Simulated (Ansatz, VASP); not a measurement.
## TiO2: VASP beside Ansatz

```
CELL_PARAMETERS angstrom
4.64332 0.00000 0.00000
0.00000 4.64332 0.00000
0.00000 0.00000 2.96387
ATOMIC_POSITIONS crystal
Ti 0.50000 0.50000 0.00000
Ti 0.00000 0.00000 0.50000
O 0.69487 0.69487 0.50000
O 0.80513 0.19487 0.00000
O 0.19487 0.80513 0.00000
O 0.30513 0.30513 0.50000
```

Alike in both runs: functional PBE; k mesh 6 × 6 × 10; occupations gaussian, width 0.02 eV; no spin polarisation.

Ansatz relaxed the structure, and its values are those at the end. VASP's run is a single point on that final structure, the one shown.

|  | VASP | Ansatz |
| --- | --- | --- |
| version | VASP 6.6.1 | Ansatz 0.2.0 |
| potentials or method | VASP PAW PBE potentials, release 64 (Ti_sv, O) | scalar-relativistic, plane waves, PAW |
| plane-wave cutoff (eV) | 520 | 420 |
| valence electrons in the cell | 48 | 48 |

```tsv
	VASP	Ansatz	Ansatz less VASP
gap on the k mesh at the Fermi level (eV)	1.84	1.86	+0.024
least direct gap on the mesh (eV)	1.84	1.86	+0.024
pressure (GPa)	0.7	0.0	-0.65
rms of the force components (eV/Å)	0.014	0.000	-0.0136
```

A k mesh can miss the band edges. A hybrid or GW would open this gap; PBE tends to underestimate it.
